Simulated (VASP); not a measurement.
# W in VASP: relaxation of the atoms with LDA

Aim: the relaxation of the atoms of W with LDA.

All numbers are computed with VASP 6.6.1; they aren't measurements. Logs are shortened: lines on timing, memory, paths and dates and some standing lists are left out, and cuts for length are marked.

### Step 1. Starting point

The cell holds a slab with vacuum, 4 atoms: a = 2.812 Å, b = 2.812 Å, c = 28.461 Å, α = 90.00°, β = 90.00°, γ = 109.47°.

The cell was built by a generator and needn't be a form met in nature.

### Step 2. Relaxation of the atoms, LDA

INCAR reads:

```
SYSTEM = W
  PREC = Accurate
  ENCUT = 520
  EDIFF = 1E-6
  ISMEAR = 1
  SIGMA = 0.1
  LREAL = .False.
  LASPH = .True.
  NELM = 120
  ALGO = Normal
  ISIF = 2
  LWAVE = .False.
  LCHARG = .False.
  LDIPOL = .True.
  IDIPOL = 3
  DIPOL = 0.5 0.5 0.500
  GGA = CA
  IBRION = 2
  NSW = 90
  EDIFFG = -0.02
  KPAR = 2
```

KPOINTS reads:

```
Automatic mesh
0
Gamma
  12 12 1
  0 0 0
```

POSCAR reads:

```
W
1.0
    2.8117766700      0.0000000000      0.0000000000
   -0.9372588900      2.6509684200      0.0000000000
    0.0000000000      0.0000000000     28.4608236500
W
4
Direct
    0.5000000000      0.5000000000      0.3880316500
    0.0000000000      0.0000000000      0.4626783800
    0.5000000000      0.5000000000      0.5373251200
    0.0000000000      0.0000000000      0.6119683500
```

Potentials or basis: VASP PAW LDA potentials, release 64 (W_sv).

The run is started by

```
> cat potpaw_LDA.64/W_sv/POTCAR > POTCAR
> mpirun -np 2 vasp_std > vasp.out
```

OUTCAR:

```text
SYSTEM = W
   PREC = Accurate
   ENCUT = 520
   EDIFF = 1E-6
   ISMEAR = 1
   LREAL = .False.
   LASPH = .True.
   NELM = 120
   ISIF = 2
   GGA = CA
   IBRION = 2
   NSW = 90
   EDIFFG = -0.02

 ion  position               nearest neighbor table
   1  0.500  0.500  0.388-   2 2.67   2 2.67   2 3.13   2 3.13
   2  0.000  0.000  0.463-   1 2.67   1 2.67   3 2.67   3 2.67   1 3.13   1 3.13   3 3.13   3 3.13

   3  0.500  0.500  0.537-   4 2.67   4 2.67   2 2.67   2 2.67   4 3.13   4 3.13   2 3.13   2 3.13

   4  0.000  0.000  0.612-   3 2.67   3 2.67   3 3.13   3 3.13

  LATTYP: Found a base centered orthorhombic cell.
 ALAT       =     3.2467599960
 B/A-ratio  =     1.4142135708
 C/A-ratio  =     8.7659154620

  Lattice vectors:

 A1 = (   2.8117766700,   0.0000000000,   0.0000000000)
 A2 = (  -0.9372588900,   2.6509684200,   0.0000000000)
 A3 = (   0.0000000000,   0.0000000000,  28.4608236500)

Analysis of symmetry for initial positions (statically):
=====================================================================
 Subroutine PRICEL returns:
 Original cell was already a primitive cell.

 Routine SETGRP: Setting up the symmetry group for a
 base centered orthorhombic supercell.

 Subroutine GETGRP returns: Found  8 space group operations
 (whereof  4 operations were pure point group operations)
 out of a pool of  8 trial point group operations.

The static configuration has the point symmetry C_2v.
 The point group associated with its full space group is D_2h.

Analysis of symmetry for dynamics (positions and initial velocities):
=====================================================================
 Subroutine PRICEL returns:
 Original cell was already a primitive cell.

 Routine SETGRP: Setting up the symmetry group for a
 base centered orthorhombic supercell.

 Subroutine GETGRP returns: Found  8 space group operations
 (whereof  4 operations were pure point group operations)
 out of a pool of  8 trial point group operations.

The dynamic configuration has the point symmetry C_2v.
 The point group associated with its full space group is D_2h.

 Subroutine INISYM returns: Found  8 space group operations
 (whereof  4 operations are pure point group operations),
 and found     1 'primitive' translations

----------------------------------------------------------------------------------------

                                     Primitive cell

  volume of cell :     212.1450

  direct lattice vectors                    reciprocal lattice vectors
     2.811776670  0.000000000  0.000000000     0.355647022  0.125740213  0.000000000
    -0.937258890  2.650968420  0.000000000     0.000000000  0.377220638  0.000000000
     0.000000000  0.000000000 28.460823650     0.000000000  0.000000000  0.035136018

  length of vectors
     2.811776670  2.811776625 28.460823650     0.377220632  0.377220638  0.035136018

  position of ions in fractional coordinates (direct lattice)
     0.500000000  0.500000000  0.388031650
     0.000000000  0.000000000  0.462678380
     0.500000000  0.500000000  0.537325120
     0.000000000  0.000000000  0.611968350

  ion indices of the primitive-cell ions
   primitive index   ion index
                 1           1
                 2           2
                 3           3
                 4           4

----------------------------------------------------------------------------------------

 KPOINTS: Automatic mesh

Automatic generation of k-mesh.
 Grid dimensions read from file:
 generate k-points for:   12   12    1

 Generating k-lattice:

  Cartesian coordinates                     Fractional coordinates (reciprocal lattice)
     0.029637252  0.010478351  0.000000000     0.083333333 -0.000000000  0.000000000
     0.000000000  0.031435053  0.000000000     0.000000000  0.083333333  0.000000000
     0.000000000  0.000000000  0.035136018     0.000000000  0.000000000  1.000000000

  Length of vectors
     0.031435053  0.031435053  0.035136018

  Shift w.r.t. Gamma in fractional coordinates (k-lattice)
     0.000000000  0.000000000  0.000000000

 Subroutine IBZKPT returns following result:
 ===========================================

 Found     43 irreducible k-points:

 Following reciprocal coordinates:
            Coordinates               Weight
  0.000000  0.000000  0.000000      1.000000
  0.083333  0.000000  0.000000      4.000000
  0.166667  0.000000  0.000000      4.000000
  0.250000  0.000000  0.000000      4.000000
  0.333333  0.000000  0.000000      4.000000
  0.416667 -0.000000  0.000000      4.000000
[... 16 lines left out ...]
  0.500000  0.166667  0.000000      4.000000
 -0.416667  0.166667  0.000000      4.000000
 [... further k-points ...]
   k-points           NKPTS =     43   k-points in BZ     NKDIM =     43   number of bands    NBANDS=     33
   number of dos      NEDOS =    301   number of ions     NIONS =      4
   total plane-waves  NPLWV = 124416
   dimension x,y,z NGX =    24 NGY =   24 NGZ =  216
   dimension x,y,z NGXF=    48 NGYF=   48 NGZF=  432
   ions per type =               4
   NGX,Y,Z   is equivalent  to a cutoff of  14.19, 14.19, 12.62 a.u.
   NGXF,Y,Z  is equivalent  to a cutoff of  28.38, 28.38, 25.23 a.u.
 SYSTEM =  W
   PREC   = accura    normal or accurate (medium, high low for compatibility)
   ISTART =      0    job   : 0-new  1-cont  2-samecut
   ICHARG =      2    charge: 1-file 2-atom 10-const
   ISPIN  =      1    spin polarized calculation?
   LNONCOLLINEAR =      F non collinear calculations
   LSORBIT =      F    spin-orbit coupling
   LASPH  =      T    aspherical Exc in radial PAW
   ENCUT  =  520.0 eV  38.22 Ry    6.18 a.u.   5.23  5.23 52.92*2*pi/ulx,y,z
   NELM   =    120;   NELMIN=  2; NELMDL= -5     # of ELM steps
   EDIFF  = 0.1E-05   stopping-criterion for ELM
   LREAL  =      F    real-space projection
   EDIFFG = -.2E-01   stopping-criterion for IOM
   NSW    =     90    number of steps for IOM
   IBRION =      2    ionic relax: 0-MD 1-quasi-New 2-CG
   NFREE  =      1    steps in history (QN), initial steepest desc. (CG)
   ISIF   =      2    stress and relaxation
   ISYM   =      2    0-nonsym 1-usesym 2-fastsym
   POTIM  = 0.5000    time-step for ionic-motion
   TEBEG  =    0.0;   TEEND  =   0.0 temperature during run
   PSTRESS=    0.0 pullay stress
   NELECT =      56.0000    total number of electrons
   NUPDOWN=      -1.0000    fix difference up-down
   EMIN   =  10.00;   EMAX   =-10.00  energy-range for DOS
   EFERMI =   0.00;   METHOD = LEGACY
   ISMEAR =     1;   SIGMA  =   0.10  broadening in eV -4-tet -1-fermi 0-gaus
   EFERMI_NEDOS =   21; number of points for ismear=-14 and -15
   IALGO  =     38    algorithm
   IMIX   =      4    mixing-type and parameters
     AMIX     =   0.40;   BMIX     =  1.00
     AMIX_MAG =   1.60;   BMIX_MAG =  1.00
  volume/ion in A,a.u.               =      53.04       357.91
  Fermi-wavevector in a.u.,A,eV,Ry     =   1.050171  1.984535 15.005301  1.102858
  Thomas-Fermi vector in A             =   2.185163
   LORBIT       =      0    0 simple, 1 ext, 2 COOP (PROOUT), +10 PAW based schemes
   GGA     = CA    functional components
   LHFCALC =     F    Hartree Fock is set to
   AEXX    =    0.0000 exact exchange contribution
   IVDW    =     0    specifies the selected vdW correction
   LEPSILON=     F    determine dielectric tensor
   LRPA    =     F    only Hartree local field effects (RPA)
 conjugate gradient relaxation of ions
 non-spin polarized calculation
 Methfessel and Paxton  Order N= 1 SIGMA  =   0.10
  energy-cutoff  :      520.00
  volume of cell :      212.15
 maximum number of plane-waves:      5749
 NGX is ok and might be reduce to    24
   NGX = 11   NGY = 11   NGZ =105

--------------------------------------- Ionic step        1  -------------------------------------------

 number of electron      56.0000003 magnetization

 Free energy of the ion-electron system (eV)
  ---------------------------------------------------
  ext. energy  EPLUGINS =         0.00000000
  ---------------------------------------------------
  free energy    TOTEN  =       -52.72823720 eV

  energy without entropy =      -52.72787538  energy(sigma->0) =      -52.72811659

------------------------ aborting loop because EDIFF is reached ----------------------------------------

  FORCE on cell =-STRESS in cart. coord.  units (eV):
  Direction    XX          YY          ZZ          XY          YZ          ZX
  --------------------------------------------------------------------------------------
  -------------------------------------------------------------------------------------
  Total      -10.9701630    -11.6431470     -1.1477214     -0.9517437      0.0000000      0.0000000
  in kB      -82.8496774    -87.9322370     -8.6679063     -7.1878290      0.0000000      0.0000000
  external PRESSURE =     -59.8166069 kB  Pullay stress =       0.0000000 kB
[... 27 lines left out ...]
 number of electron      56.0000000 magnetization

------------------------ aborting loop because EDIFF is reached ----------------------------------------

 vacuum level on the upper side and lower side of the slab       (xc-potential included)        -0.020         0.004

  FORCE on cell =-STRESS in cart. coord.  units (eV):
  Direction    XX          YY          ZZ          XY          YZ          ZX
  --------------------------------------------------------------------------------------
  -------------------------------------------------------------------------------------
  Total       -9.8508967    -10.6713657     -0.1971056     -1.1603189      0.0000000      0.0000000
  in kB      -74.3966717    -80.5930784     -1.4885958     -8.7630464      0.0000000      0.0000000
  external PRESSURE =     -52.1594486 kB  Pullay stress =       0.0000000 kB
[... 139 lines left out ...]
--------------------------------------- Ionic step        6  -------------------------------------------

 number of electron      56.0000002 magnetization

 dipolmoment           0.000000      0.000000     -0.000975 electrons x Angstroem

 Free energy of the ion-electron system (eV)
  ---------------------------------------------------
  ext. energy  EPLUGINS =         0.00000000
  ---------------------------------------------------
  free energy    TOTEN  =       -52.76835275 eV

  energy without entropy =      -52.76819108  energy(sigma->0) =      -52.76829886

 E-fermi :  -0.0443     XC(G=0):  -4.9317

 val. band max:       -0.0620141103   @ k =   0.3333   0.1667   0.0000
 cond. band min:      -0.0391705086   @ k =   0.0000   0.0000   0.0000
 fundamental gap:      0.0228436017
 Fermi energy:        -0.0443214531

 k-point     1 :       0.0000    0.0000    0.0000
  band No.  band energies     occupation
      1     -73.8152      2.00000
      2     -73.7512      2.00000
      3     -73.6402      2.00000
      4     -73.6158      2.00000
      5     -38.8760      2.00000
      6     -38.5554      2.00000
[... 853 lines left out ...]
     32       1.3874     -0.00000
     33       2.4050      0.00000

 [... further k-points ...]

------------------------ aborting loop because EDIFF is reached ----------------------------------------

 vacuum level on the upper side and lower side of the slab       (xc-potential included)        -0.161        -0.138

  FORCE on cell =-STRESS in cart. coord.  units (eV):
  Direction    XX          YY          ZZ          XY          YZ          ZX
  --------------------------------------------------------------------------------------
  -------------------------------------------------------------------------------------
  Total      -10.0987821    -10.8809899     -0.0606368     -1.1062094      0.0000000      0.0000000
  in kB      -76.2687697    -82.1762176     -0.4579460     -8.3543969      0.0000000      0.0000000
  external PRESSURE =     -52.9676444 kB  Pullay stress =       0.0000000 kB
[... 19 lines left out ...]
  FREE ENERGIE OF THE ION-ELECTRON SYSTEM (eV)
  ---------------------------------------------------
  free  energy   TOTEN  =       -52.7683527514 eV

  energy  without entropy=      -52.7681910820  energy(sigma->0) =      -52.76829886

 reached required accuracy - stopping structural energy minimisation

 vacuum level on the upper side and lower side of the slab         4.804         4.828
```

It took 9.7 min on 2 MPI ranks of Intel Xeon Platinum 8488C (Sapphire Rapids), shared host; peak memory 0.4 GiB.

What came out:

```
Free energy                  : -52.7684 eV
Energy gained by relaxing    : 10.0 meV/atom
Ionic steps                  : 6
Largest force after relaxing : 0.005 eV/Å
Band gap on the k mesh       : none (metal or under the smearing width)
```

Forces on the atoms (eV/Å):
```
W    0.000  0.000  0.003
W    0.000  0.000 -0.005
W    0.000  0.000  0.005
W    0.000  0.000 -0.003
```

Step by step:
```
step  energy change (eV)  largest force (eV/Å)  pressure (GPa)
   1              0.0000                0.9677           -5.98
   2             -0.0337                0.3680           -5.22
   3             -0.0395                0.0518           -5.49
   4             -0.0395                0.0593           -5.50
   5             -0.0398                0.0418           -5.44
   6             -0.0401                0.0050           -5.30
```

Final structure:
```cif
data_structure
_symmetry_space_group_name_H-M 'P 1'
_symmetry_Int_Tables_number 1
_cell_length_a 2.8118
_cell_length_b 2.8118
_cell_length_c 28.4608
_cell_angle_alpha 90.000
_cell_angle_beta 90.000
_cell_angle_gamma 109.471
_cell_volume 212.15
loop_
_atom_site_label
_atom_site_type_symbol
_atom_site_fract_x
_atom_site_fract_y
_atom_site_fract_z
_atom_site_occupancy
W1 W 0.50000 0.50000 0.38892 1
W2 W 0.00000 0.00000 0.46166 1
W3 W 0.50000 0.50000 0.53834 1
W4 W 0.00000 0.00000 0.61108 1
```
